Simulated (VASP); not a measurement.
WS2, 12 atoms in the cell. The cell holds a slab with vacuum, 12 atoms: a = 3.183 Å, b = 3.183 Å, c = 35.181 Å, α = 90.00°, β = 90.00°, γ = 120.00°. 

| Property | Result |
| --- | --- |
| Program | VASP 6.6.1 |
| Task | electron localisation function |
| Functional | PBE |
| Potentials or basis | VASP PAW PBE potentials, release 64 (W_sv, S) |
| Cutoff | 520 eV |
| k mesh | 7 × 7 × 1 |
| Occupations | gaussian, width 0.02 eV |
| Spin | no spin polarisation |
| Further INCAR settings | ALGO = Normal; EDIFF = 1e-06 |

Potentials or basis: VASP PAW PBE potentials, release 64 (W_sv, S).

Command:

```console
$ cat potpaw_PBE.64/W_sv/POTCAR potpaw_PBE.64/S/POTCAR > POTCAR
$ mpirun -np 1 vasp_std > vasp.out
```

Hardware: 1 thread of Intel(R) Xeon(R) Platinum 8488C (Sapphire Rapids), with other jobs on the host.

How long does it take, and how much memory?

Run time: 2.9 min on 1 thread of Intel(R) Xeon(R) Platinum 8488C (Sapphire Rapids), on a shared host, peak memory 0.44 GiB. Counts: scf iterations 24, k points 8.
